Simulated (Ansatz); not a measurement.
## How far is PAW off for ZnS?

```
Zn S
1.0
     3.81100    0.00000    0.00000
    -1.90550    3.30042    0.00000
     0.00000    0.00000    6.42102
Zn S
2 2
Direct
  0.33333 0.66667 0.00000
  0.66667 0.33333 0.50000
  0.33333 0.66667 0.38500
  0.66667 0.33333 0.88500
```

Atoms are numbered in the order listed.

The cell is COD entry 9008878, as deposited and not checked against the literature; nothing was relaxed. It differs from other determinations. The listed cell was then made from it by scaling, straining or moving an atom.

Methods: DFT, PBE, PAW with Ansatz's default frozen-core files, scalar-relativistic (Ansatz 0.2.0); DFT, PBE, all-electron PAW with datasets made for the crystal, scalar-relativistic (Ansatz 0.2.0); DFT, PBE, all-electron LAPW, scalar-relativistic (Ansatz 0.2.0).

For PAW: a Γ-centred 8×8×5 k mesh, Fermi–Dirac smearing of 0.03 eV, cutoff 420 eV, no spin polarisation. The crystal-made all-electron datasets (AE datasets) take a cutoff of 280 eV at this cell. LAPW targets a basis error of 1 meV/atom. The Ansatz runs share mesh, smearing and spin set-up. Plane-wave (PAW) pressures include the program's estimate of the Pulay term.

Stress and pressure are positive in compression.

| quantity | PAW | AE datasets | LAPW |
| --- | --- | --- | --- |
| pressure (GPa) | 0.47 | 0.48 | 0.49 |
| stress xx (GPa) | 2.09 | 2.10 | 2.11 |
| stress zz (GPa) | -2.78 | -2.76 | -2.76 |
| force on Zn1, z (eV/Å) | 0.386 | 0.386 | 0.386 |
| force on S3, z (eV/Å) | -0.386 | -0.386 | -0.386 |
| band gap (eV) | 2.077 | 2.080 | 2.080 |

PAW's pressure differs from the LAPW value by about 0.01 GPa or less.
